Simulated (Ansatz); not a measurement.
Runs of Ansatz 0.2.0 on Cu. It takes space group Fm-3m (No. 225, cubic). The conventional cell has a = 3.615 Å, b = 3.615 Å, c = 3.615 Å, α = 90.00°, β = 90.00°, γ = 90.00°. Cu (site symmetry m-3m) is surrounded by 12 Cu at 2.56 Å. 

```tsv
task	level	cell	k mesh	cutoff (eV)	smearing	basis error allowed	mesh quality	gap on the mesh (eV)	pressure (GPa)
relaxation of cell and atoms	PBEsol+D4	relaxed	13 × 13 × 13	-	fermi-dirac 0.05 eV	0.001 eV/atom	not flagged	-	0.0
single point	PBEsol	as given	13 × 13 × 13	295	fermi-dirac 0.05 eV	0.001 eV/atom	not flagged	none	(a)
single point	PBE	as given	8 × 8 × 8	260	fermi-dirac 0.02 eV	0.003 eV/atom	coarse	none	2.6
band structure	RPBE	as given	13 × 13 × 13	295	fermi-dirac 0.05 eV	0.001 eV/atom	not flagged	-	6.6
single point	PBE	as given	6 × 6 × 6	260	fermi-dirac 0.02 eV	0.003 eV/atom	coarse	none	2.9
```

Alike in all rows: potentials or basis all-electron LAPW, scalar-relativistic; no spin polarisation.

Problem. Estimate the missing entries.

Solution. (a) -6.6.

Caveats: some runs use coarse meshes.

A k mesh can miss the band edges.

A gap of «none» marks a metal or a gap under the smearing width.

Not every run made on this cell is shown here.
